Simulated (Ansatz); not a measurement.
Computed properties of CuSbSe₂ (Pnma)

All numbers come from Ansatz. Non-magnetic throughout; all numbers are computed.

A 16-atom cell of CuSbSe₂ (Pnma) from a materials database, relaxed with r2SCAN+rVV10. Space group Pnma (No. 62), orthorhombic; a = 6.347 Å, b = 3.972 Å, c = 14.912 Å in the conventional setting, 23.49 Å³ an atom. Around Cu lie 4 Se at 2.38–2.40 Å; around Sb lie 3 Se at 2.60–2.72 Å; around Se lie 2 Cu at 2.38–2.40 Å and 2 Sb at 2.72 Å; around Se lie 2 Cu at 2.40 Å and 1 Sb at 2.60 Å.

Band edges at fixed r2SCAN+rVV10 geometry:
```json
{"level": "PBE", "k mesh": "4×6×2", "gap (eV)": "0.52", "kind": "indirect", "edges": "Γ–Z (0.90) → U–R (0.90)", "least direct gap (eV)": "0.62"}
{"level": "PBE+SOC", "k mesh": "4×6×2", "gap (eV)": "0.48", "kind": "indirect", "edges": "(0, -0.016, 0.453) → U–R (0.91)", "least direct gap (eV)": "0.55"}
{"level": "r2SCAN", "k mesh": "4×6×2", "gap (eV)": "0.72", "kind": "indirect", "edges": "Z → U–R (0.91)", "least direct gap (eV)": "0.81"}
```
PBE, PBE+SOC: smearing of 0.02 eV; the others have fixed occupations.
Wave cutoffs: 420 eV, 500 eV (r2SCAN).
Points off the special ones are mesh points or PBE's searched band edges, reused at the other levels. Set aside, since their points miss a band edge that the other levels read or their mesh is too coarse: HSE06, PBE0.

With r2SCAN the valence top lies at Z and the conduction bottom at U–R (0.91 of the way from U), 0.72 eV higher; the smallest vertical gap, at Γ–X (0.30 of the way from Γ), is 0.81 eV. Spin-orbit coupling changes the PBE gap by -0.04 eV, to 0.48 eV.

For gaps to 0.1 eV, spin-orbit coupling (up to 0.07 eV here) is at the margin. Among these functionals the gap stays indirect.

Only the levels marked +SOC include spin-orbit coupling.
